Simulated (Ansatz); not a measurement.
Wurtzite KBr (it has left that coordination), relaxed with r2SCAN in the plane-wave code Ansatz. The symmetry is P6_3/mmc (No. 194, hexagonal); conventional cell a = 5.619 Å, c = 6.554 Å, 44.79 Å³ an atom. K has 5 Br at 3.24–3.28 Å; Br has 5 K at 3.24–3.28 Å. The cell started from the wurtzite prototype, but the relaxation took it to the higher symmetry P6_3/mmc (No. 194), so the name no longer describes it.

The axes x, y and z are those of this cell:
```
K Br
1.0
     5.61858    0.00000    0.00000
    -2.80929    4.86583    0.00000
     0.00000    0.00000    6.55383
K Br
2 2
Direct
  0.33333 0.66667 0.93750
  0.66667 0.33333 0.43750
  0.33333 0.66667 0.43750
  0.66667 0.33333 0.93750
```

Unstrained: With PBE the gap is 4.189 eV and direct, at Γ. The r2SCAN gap is direct at Γ: 4.764 eV. The HSE06 gap is direct at Γ: 5.298 eV. Meshes: PBE 6×6×4, r2SCAN 6×6×4, HSE06 6×6×4. Strains are changes of length per length. After each strain the atoms were relaxed again with r2SCAN within the symmetry that the strain leaves, so tilts or polar shifts that break it weren't tested; points keep the names that they have in the unstrained zone. No spin polarisation and no zero-point or thermal motion; the cell was built from a prototype and may be hypothetical.

(1) Estimate what epitaxial -4.99 % in the xy plane, free normal strain +1.10 % does to the gap.

(2) Apply isotropic -5.36 % on every length. How far does the gap move, against the unstrained cell?

## Answers

(1) PBE: the gap goes from 4.189 to 4.337 eV (+0.148 eV). r2SCAN: the gap goes from 4.764 to 4.891 eV (+0.127 eV). HSE06: the gap goes from 5.298 to 5.453 eV (+0.155 eV). The r2SCAN energy rises by 25.4 meV an atom.

(2) PBE: the gap goes from 4.189 to 4.426 eV (+0.237 eV). r2SCAN: the gap goes from 4.764 to 4.956 eV (+0.192 eV). HSE06: the gap goes from 5.298 to 5.550 eV (+0.252 eV). The r2SCAN energy rises by 54.4 meV an atom.

Spin-orbit coupling is left out.

The meshes of the hybrids are coarse, so their gaps aren't converged to the digits shown.
